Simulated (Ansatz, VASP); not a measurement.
## One calculation of C, two programs

```
C
1.0
     0.00000    1.75378    1.75378
     1.75378    0.00000    1.75378
     1.75378    1.75378    0.00000
C
2
Direct
  0.50000 0.50000 0.50000
  0.75000 0.75000 0.75000
```

Alike in both runs: functional LDA; k mesh 10 × 10 × 10; no spin polarisation.

Ansatz relaxed the structure, and its values are those at the end. VASP's run is a single point on that final structure, the one shown.

```csv
,VASP,Ansatz
version,VASP 6.6.1,Ansatz 0.2.0
potentials or method,"VASP PAW LDA potentials, release 64 (C)","PAW with Ansatz's default frozen-core files, scalar-relativistic"
plane-wave cutoff (eV),520,420
occupations,"gaussian, width 0.01 eV",fixed
valence electrons in the cell,8,8
```

```csv
,VASP,Ansatz,Ansatz less VASP
pressure (GPa),11.7,10.0,-1.74
```
